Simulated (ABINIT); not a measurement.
# CdS (Hawleyite) (F-43m) in ABINIT: settings compared, part 2 of 2

ABINIT 10.8.3 (patched build). Earlier steps stand in the parts before.

### Step 3. Equation of state, PBE

File run.abi:

```
# Datasets: one volume each
ndtset 7
getwfk -1
scalecart1 3*0.9795861087
scalecart2 3*0.9864848297
scalecart3 3*0.9932883884
scalecart4 3*1.0000000000
scalecart5 3*1.0066227096
scalecart6 3*1.0131594038
scalecart7 3*1.0196128224

# Pseudopotentials
pp_dirpath "./"
pseudos "Cd.GGA_PBE-JTH.xml, S.GGA_PBE-JTH.xml"

# Structure
acell 3*1.0 Angstrom
rprim
     0.0000000000     2.9165000000     2.9165000000
     2.9165000000     0.0000000000     2.9165000000
     2.9165000000     2.9165000000     0.0000000000
ntypat 2
znucl 48 16
natom 2
typat 1 2
xred
     0.0000000000     0.0000000000     0.0000000000
     0.7500000000     0.7500000000     0.7500000000

# Plane-wave basis
ecut 544.227725 eV
pawecutdg 40.0

# k points
kptopt 1
ngkpt 8 8 8
nshiftk 1
shiftk 0.0 0.0 0.0

# Exchange and correlation
ixc 11

# Bands and occupations
nband 13
occopt 3
tsmear 0.05 eV

# SCF cycle
nstep 100
tolvrs 1.0e-9

# Output
iomode 3
prtwf 1
prtden 0
prteig 0
prtebands 0
enunit 2
```

Potentials or basis: JTH PAW PBE v2.0.

The run is started by

```console
abinit run.abi > log 2>&1
```

run.abo:

```text
.Version 10.8.3 of ABINIT
 DATASET    1 : space group F-4 3 m (#216); Bravais cF (face-center cubic)
================================================================================
 Values of the parameters that define the memory need for DATASET  1.
     intxc =       0    ionmov =       0      iscf =      17    lmnmax =      18
     lnmax =       6     mgfft =      32  mpssoang =       3    mqgrid =    3001
     natom =       2  nloc_mem =       2    nspden =       1   nspinor =       1
    nsppol =       1      nsym =      24    n1xccc =       1    ntypat =       2
    occopt =       3   xclevel =       2
       mpw =        1365          nfft =       32768          nkpt =          29
 PAW method is used; the additional fine FFT grid is defined by:
   mgfftf=        45    nfftf =     91125
================================================================================
================================================================================
[... 71 lines left out ...]
 DATASET    7 : space group F-4 3 m (#216); Bravais cF (face-center cubic)
================================================================================
 Values of the parameters that define the memory need for DATASET  7.
     intxc =       0    ionmov =       0      iscf =      17    lmnmax =      18
     lnmax =       6     mgfft =      32  mpssoang =       3    mqgrid =    3001
     natom =       2  nloc_mem =       2    nspden =       1   nspinor =       1
    nsppol =       1      nsym =      24    n1xccc =       1    ntypat =       2
    occopt =       3   xclevel =       2
       mpw =        1540          nfft =       32768          nkpt =          29
 PAW method is used; the additional fine FFT grid is defined by:
   mgfftf=        48    nfftf =    110592
================================================================================
================================================================================

--------------------------------------------------------------------------------
------------- Echo of variables that govern the present computation ------------
--------------------------------------------------------------------------------
 -outvars: echo values of preprocessed input variables --------
            acell      1.8897261259E+00  1.8897261259E+00  1.8897261259E+00 Bohr
              amu      1.12411000E+02  3.20660000E+01
             ecut      2.00000000E+01 Hartree
           enunit           2
           getwfk          -1
              ixc          11
           jdtset        1    2    3    4    5    6    7
         kptrlatt        8    0    0      0    8    0      0    0    8
          kptrlen1     6.10813252E+01
          kptrlen2     6.15114895E+01
          kptrlen3     6.19357201E+01
          kptrlen4     6.23542174E+01
          kptrlen5     6.27671713E+01
          kptrlen6     6.31747617E+01
          kptrlen7     6.35771596E+01
            natom           2
            nband          13
           ndtset           7
            ngfft          32      32      32
          ngfftdg1         45      45      45
          ngfftdg2         45      45      45
          ngfftdg3         48      48      48
          ngfftdg4         48      48      48
          ngfftdg5         48      48      48
          ngfftdg6         48      48      48
          ngfftdg7         48      48      48
             nkpt          29
            nstep         100
             nsym          24
           ntypat           2
           occopt           3
        pawecutdg      4.00000000E+01 Hartree
         pawxcdev           0
[... 37 lines left out ...]
           xangst5     0.0000000000E+00  0.0000000000E+00  0.0000000000E+00
                       4.4037226988E+00  4.4037226988E+00  4.4037226988E+00
           xangst6     0.0000000000E+00  0.0000000000E+00  0.0000000000E+00
                       4.4323191018E+00  4.4323191018E+00  4.4323191018E+00
           xangst7     0.0000000000E+00  0.0000000000E+00  0.0000000000E+00
                       4.4605511948E+00  4.4605511948E+00  4.4605511948E+00
            xcart1     0.0000000000E+00  0.0000000000E+00  0.0000000000E+00
                       8.0983161097E+00  8.0983161097E+00  8.0983161097E+00
            xcart2     0.0000000000E+00  0.0000000000E+00  0.0000000000E+00
                       8.1553483838E+00  8.1553483838E+00  8.1553483838E+00
            xcart3     0.0000000000E+00  0.0000000000E+00  0.0000000000E+00
                       8.2115939435E+00  8.2115939435E+00  8.2115939435E+00
            xcart4     0.0000000000E+00  0.0000000000E+00  0.0000000000E+00
                       8.2670793693E+00  8.2670793693E+00  8.2670793693E+00
            xcart5     0.0000000000E+00  0.0000000000E+00  0.0000000000E+00
                       8.3218298352E+00  8.3218298352E+00  8.3218298352E+00
            xcart6     0.0000000000E+00  0.0000000000E+00  0.0000000000E+00
                       8.3758692050E+00  8.3758692050E+00  8.3758692050E+00
            xcart7     0.0000000000E+00  0.0000000000E+00  0.0000000000E+00
                       8.4292201288E+00  8.4292201288E+00  8.4292201288E+00
             xred      0.0000000000E+00  0.0000000000E+00  0.0000000000E+00
                       7.5000000000E-01  7.5000000000E-01  7.5000000000E-01
            znucl       48.00000   16.00000

================================================================================

 chkinp: Checking input parameters for consistency, jdtset=   1.

 chkinp: Checking input parameters for consistency, jdtset=   2.
[... 40 lines left out ...]
 getcut: wavevector=  0.0000  0.0000  0.0000  ngfft=  45  45  45
         ecut(hartree)=     40.000   => boxcut(ratio)=   2.02413

--- Pseudopotential description ------------------------------------------------
- pspini: atom type   1  psp file is ./Cd.GGA_PBE-JTH.xml
 Pseudopotential format is: paw10
 basis_size (lnmax)=  6 (lmn_size= 18), orbitals=   0   0   1   1   2   2
 Spheres core radius: rc_sph= 2.50233826
 Shapefunction is BESSEL type: shapef(r,l)=aa(1,l)*jl(q(1,l)*r)+aa(2,l)*jl(q(2,l)*r)
 Radius for shape functions =  2.31074885
 Compensation charge density is not taken into account in XC energy/potential

- pspini: atom type   2  psp file is ./S.GGA_PBE-JTH.xml
 Pseudopotential format is: paw10
 basis_size (lnmax)=  4 (lmn_size=  8), orbitals=   0   0   1   1
 Spheres core radius: rc_sph= 1.90380259
 Shapefunction is SIN type: shapef(r)=[sin(pi*r/rshp)/(pi*r/rshp)]**2
 Radius for shape functions =  1.40128485
 Compensation charge density is not taken into account in XC energy/potential

   5.23237762E+02                                ecore*ucvol(ha*bohr**3)
--------------------------------------------------------------------------------

[... 1308 lines left out ...]
-Cartesian components of stress tensor (GPa)         [Pressure= -5.9170E-01 GPa]
- sigma(1 1)=  5.91697204E-01  sigma(3 2)=  0.00000000E+00
- sigma(2 2)=  5.91697204E-01  sigma(3 1)=  0.00000000E+00
- sigma(3 3)=  5.91697204E-01  sigma(2 1)=  0.00000000E+00

== END DATASET(S) ==============================================================
================================================================================

 -outvars: echo values of variables after computation  --------
            acell      1.8897261259E+00  1.8897261259E+00  1.8897261259E+00 Bohr
           etotal1    -5.7919273949E+01
           etotal2    -5.7920802880E+01
           etotal3    -5.7921966902E+01
           etotal4    -5.7922784353E+01
           etotal5    -5.7923299747E+01
           etotal6    -5.7923539012E+01
           etotal7    -5.7923538920E+01
            fcart1    -6.2342710818E-30 -6.2342710818E-30  1.8702813245E-29
                       6.2342710818E-30  6.2342710818E-30 -1.8702813245E-29
            fcart2    -7.7383416928E-31 -3.8691708464E-31  1.5476683386E-30
                       7.7383416928E-31  3.8691708464E-31 -1.5476683386E-30
            fcart3    -1.9213344222E-31 -1.9213344222E-31  5.7640032665E-31
                       1.9213344222E-31  1.9213344222E-31 -5.7640032665E-31
            fcart4    -0.0000000000E+00 -0.0000000000E+00 -0.0000000000E+00
                      -0.0000000000E+00 -0.0000000000E+00 -0.0000000000E+00
            fcart5    -1.5167066298E-30 -1.1375299724E-30  8.4194131103E-47
                       1.5167066298E-30  1.1375299724E-30 -8.4194131103E-47
[... 38 lines left out ...]
                       0.0000000000E+00  0.0000000000E+00  0.0000000000E+00
           xangst1     0.0000000000E+00  0.0000000000E+00  0.0000000000E+00
                       4.2854443290E+00  4.2854443290E+00  4.2854443290E+00
           xangst2     0.0000000000E+00  0.0000000000E+00  0.0000000000E+00
                       4.3156245087E+00  4.3156245087E+00  4.3156245087E+00
           xangst3     0.0000000000E+00  0.0000000000E+00  0.0000000000E+00
                       4.3453883772E+00  4.3453883772E+00  4.3453883772E+00
           xangst4     0.0000000000E+00  0.0000000000E+00  0.0000000000E+00
                       4.3747500000E+00  4.3747500000E+00  4.3747500000E+00
           xangst5     0.0000000000E+00  0.0000000000E+00  0.0000000000E+00
                       4.4037226988E+00  4.4037226988E+00  4.4037226988E+00
           xangst6     0.0000000000E+00  0.0000000000E+00  0.0000000000E+00
                       4.4323191018E+00  4.4323191018E+00  4.4323191018E+00
           xangst7     0.0000000000E+00  0.0000000000E+00  0.0000000000E+00
                       4.4605511948E+00  4.4605511948E+00  4.4605511948E+00
             xred      0.0000000000E+00  0.0000000000E+00  0.0000000000E+00
                       7.5000000000E-01  7.5000000000E-01  7.5000000000E-01
 Calculation completed.
```

It took 2.1 min on 1 thread of Arm Neoverse V1, shared host; peak memory 0.16 GiB.

Results:

```yaml
Equilibrium_volume: 26.04 Å³/atom
Bulk_modulus: 54 GPa
Pressure_derivative_of_the_bulk_modulus: "4.5 (rough: it moves with the points fitted)"
```

Energy against volume, from the lowest point:
```csv
volume (Å³/atom),energy (meV/atom)
23.319,58.03
23.815,37.23
24.312,21.39
24.808,10.27
25.304,3.26
25.800,0.00
26.296,0.00
```

Caveat: the cutoff is too short for stress, so the log's stress isn't used; pressures at fixed basis lie under the slope of the energies.

### Step 4. Equation of state, WC

Changes to run.abi since step 3:

```diff
@@ -16,7 +16,7 @@
 # Structure
-acell 3*1.0 Angstrom
+acell 3*1.0
 rprim
-     0.0000000000     2.9165000000     2.9165000000
-     2.9165000000     0.0000000000     2.9165000000
-     2.9165000000     2.9165000000     0.0000000000
+     0.0000000000     5.5113862425     5.5113862425
+     5.5113862425     0.0000000000     5.5113862425
+     5.5113862425     5.5113862425     0.0000000000
 ntypat 2
@@ -30,3 +30,3 @@
 # Plane-wave basis
-ecut 544.227725 eV
+ecut 20.0
 pawecutdg 40.0
@@ -40,3 +40,3 @@
 # Exchange and correlation
-ixc 11
+ixc 23
 
@@ -45,3 +45,3 @@
 occopt 3
-tsmear 0.05 eV
+tsmear 0.00183747
 
@@ -57,2 +57 @@
 prtebands 0
-enunit 2
```

The run is started by

```console
abinit run.abi > log 2>&1
```

Wall time 2.7 min (1 thread of Arm Neoverse V1, shared host); peak memory 0.16 GiB.

The run converged. Its results:

- Equilibrium volume: 24.76 Å³/atom
- Bulk modulus: 62 GPa
- Pressure derivative of the bulk modulus: 4.6 (rough: it moves with the points fitted)

Energy against volume, from the lowest point:
| volume (Å³/atom) | energy (meV/atom) |
| --- | --- |
| 23.319 | 18.19 |
| 23.815 | 7.60 |
| 24.312 | 1.62 |
| 24.808 | 0.00 |
| 25.304 | 2.16 |
| 25.800 | 7.76 |
| 26.296 | 16.30 |

Caveat: the cutoff is too short for stress, so the log's stress isn't used; pressures at fixed basis lie under the slope of the energies; the PAW data sets were made with another functional, which shifts forces and pressure a little.

### Step 5. Equation of state, LDA-PZ

Changes to run.abi since step 4:

```diff
@@ -13,3 +13,3 @@
 pp_dirpath "./"
-pseudos "Cd.GGA_PBE-JTH.xml, S.GGA_PBE-JTH.xml"
+pseudos "Cd.LDA_PW-JTH.xml, S.LDA_PW-JTH.xml"
 
@@ -30,3 +30,3 @@
 # Plane-wave basis
-ecut 20.0
+ecut 544.227725 eV
 pawecutdg 40.0
@@ -40,3 +40,3 @@
 # Exchange and correlation
-ixc 23
+ixc 2
 
@@ -57 +57,2 @@
 prtebands 0
+enunit 1
```

Potentials or basis: JTH PAW LDA v2.0.

The run is started by

```console
abinit run.abi > log 2>&1
```

Run time: 1.9 min. Hardware: 1 thread of Arm Neoverse V1, shared host; peak memory 0.14 GiB.

The run converged. Its results:

| Item | Value |
| --- | --- |
| Equilibrium volume | 23.88 Å³/atom |
| Bulk modulus | 68 GPa |
| Pressure derivative of the bulk modulus | 4.5 (rough: it moves with the points fitted) |

Energy against volume, from the lowest point:
| volume (Å³/atom) | energy (meV/atom) |
| --- | --- |
| 23.319 | 2.84 |
| 23.815 | 0.00 |
| 24.312 | 1.42 |
| 24.808 | 6.94 |
| 25.304 | 16.01 |
| 25.800 | 28.23 |
| 26.296 | 43.23 |

Caveat: the cutoff is too short for stress, so the log's stress isn't used; pressures at fixed basis lie under the slope of the energies.

### Step 6. Overview

| task | level | potentials or basis | cutoff (eV) | fine-grid cutoff | V0 of scaled cells (Å³/atom) | B0 (GPa) |
| --- | --- | --- | --- | --- | --- | --- |
| band structure | SCAN | JTH PAW PBE v2.0 | 653 | 1251.72 eV | - | - |
| equation of state | PBE | JTH PAW PBE v2.0 | 544 | 1088.46 eV | 26.04 | 54 |
| equation of state | WC | JTH PAW PBE v2.0 | 544 | 1088.46 eV | 24.76 | 62 |
| equation of state | LDA-PZ | JTH PAW LDA v2.0 | 544 | 1088.46 eV | 23.88 | 68 |

Alike in all rows: no spin polarisation; cell as given; k mesh 8 × 8 × 8; smearing fermi-dirac 0.05 eV.

Caveats: pressures at fixed basis lie under the slope of the energies (some runs); the PAW data sets were made with another functional, which shifts forces and pressure a little (some runs).

Absolute energies hang on the potentials; compare differences alone.
